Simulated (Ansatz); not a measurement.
Na: band structure with LDA

Na:

```
Na
1.0
    -2.14100    2.14100    2.14100
     2.14100   -2.14100    2.14100
     2.14100    2.14100   -2.14100
Na
1
Cartesian
  0.0000 0.0000 0.0000
```

```
Program                             : Ansatz 0.2.0
Task                                : band structure
Functional                          : LDA
Potentials or basis                 : Ansatz PAW
Cutoff                              : 420 eV (not typed: the program's choice for these potentials)
k mesh                              : 9 × 9 × 9
Occupations                         : gaussian, width 0.05 eV
Spin                                : no spin polarisation
Path                                : [["G", "H", "N", "G", "P", "H"], ["P", "N"]]
Points for each segment of the path : 14
```

```yaml
Pressure: -1.1 GPa
Band_gap_on_the_k_mesh: none (metal or under the smearing width)
```

Levels at the corners of the path, in eV from the Fermi level:
| point | band 1 | band 2 | band 3 | band 4 | band 5 | band 6 | band 7 | band 8 |
| --- | --- | --- | --- | --- | --- | --- | --- | --- |
| Γ | -52.46 | -24.95 | -24.95 | -24.95 | -3.10 | 11.35 | 11.35 | 11.35 |
| H | -52.46 | -24.97 | -24.97 | -24.97 | 4.56 | 4.56 | 4.73 | 4.73 |
| N | -52.46 | -24.98 | -24.96 | -24.95 | 0.83 | 1.18 | 8.04 | 8.71 |
| Γ | -52.46 | -24.95 | -24.95 | -24.95 | -3.10 | 11.35 | 11.35 | 11.35 |
| P | -52.46 | -24.97 | -24.97 | -24.97 | 2.72 | 2.72 | 2.72 | 4.01 |
| H | -52.46 | -24.97 | -24.97 | -24.97 | 4.56 | 4.56 | 4.73 | 4.73 |
| P | -52.46 | -24.97 | -24.97 | -24.97 | 2.72 | 2.72 | 2.72 | 4.01 |
| N | -52.46 | -24.98 | -24.96 | -24.95 | 0.83 | 1.18 | 8.04 | 8.71 |

Run time: 5.1 s on 2 threads of Intel(R) Xeon(R) Processor @ 2.50GHz (Skylake/Cascade Lake), on a shared host, peak memory 0.28 GiB.

Caveat: the PAW data sets come from PBE, with cores solved anew for the run's functional, which leaves a small shift of forces and pressure.
